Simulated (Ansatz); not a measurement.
The system is TiCo.

```
CELL_PARAMETERS angstrom
2.98611 0.00000 0.00000
0.00000 2.98611 0.00000
0.00000 0.00000 2.98611
ATOMIC_POSITIONS crystal
Co 0.50000 0.50000 0.50000
Ti 0.00000 0.00000 0.00000
```

The cell comes from a database or a generator and needn't be the stable form of this composition.

* Program: Ansatz 0.2.0
* Task: relaxation of cell and atoms
* Functional: PBEsol
* Dispersion: D3(BJ)
* Potentials or basis: Ansatz PAW
* Cutoff: 420 eV (not typed: the program's choice for these potentials)
* k mesh: 9 × 9 × 9
* Occupations: fermi-dirac, width 0.05 eV
* Spin: collinear spin, ferromagnetic start
* Starting moments: [2.0, 1.0] μB

At the start: volume 13.31 Å³/atom.

Q: Where does the relaxation end?

A: It ends after 4 steps and the volume is 12.22 Å³/atom (-8.2 %); space group Pm-3m (No. 221, to 0.05 Å); moment 0.55 μB per cell.

The path:
```tsv
step	energy change (eV)	largest force (eV/Å)	volume (Å³)
1	0.0000	0.0000	26.63
2	-0.1073	0.0000	24.47
3	-0.1073	0.0000	24.44
4	-0.1064	0.0000	24.44
```

Final structure:
```
CELL_PARAMETERS angstrom
2.90220 0.00000 0.00000
0.00000 2.90220 0.00000
0.00000 0.00000 2.90220
ATOMIC_POSITIONS crystal
Co 0.50000 0.50000 0.50000
Ti 0.00000 0.00000 0.00000
```

Caveat: the plane-wave basis is chosen anew once the cell has moved, so the energies of steps on either side of that aren't comparable; pairwise dispersion overbinds metals, which lowers pressure and volume; the PAW data sets come from PBE, with cores solved anew for the run's functional, which leaves a small shift of forces and pressure.
